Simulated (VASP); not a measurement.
Input of a VASP 6.6.1 run:

The input INCAR:

```
SYSTEM = Hf
PREC = Accurate
ENCUT = 520
EDIFF = 1E-7
ISMEAR = 0
SIGMA = 0.1
LREAL = .False.
LASPH = .True.
NELM = 60
ALGO = Normal
ISIF = 3
LWAVE = .False.
LCHARG = .False.
GGA = PS
IBRION = 2
NSW = 80
EDIFFG = -0.002
PSTRESS = 500.0
```

The input KPOINTS:

```
Automatic mesh
0
Gamma
  3 3 2
  0 0 0
```

The input POSCAR:

```
Hf                                      
1.0
    2.6588788033      0.0000000000      0.0000000000
   -1.3294394016      2.3026565925     -0.0000000000
    0.0000000000      0.0000000000      5.0259052057
  Hf            
     2
Direct
     0.3333333300000021    0.6666666699999979    0.2500000000000000
     0.6666666699999979    0.3333333300000021    0.7500000000000000
```

Potentials or basis: VASP PAW PBE potentials, release 64 (Hf_pv).

Launch:

```sh
$ cat potpaw_PBE.64/Hf_pv/POTCAR > POTCAR
$ mpirun -np 1 vasp_std > vasp.out
```

(1) Estimate the band gap on the k mesh.

Results:

(1) none (metal or under the smearing width).

Caveat: the k mesh is coarse (spacing up to 0.91 Å⁻¹), so the values aren't converged.
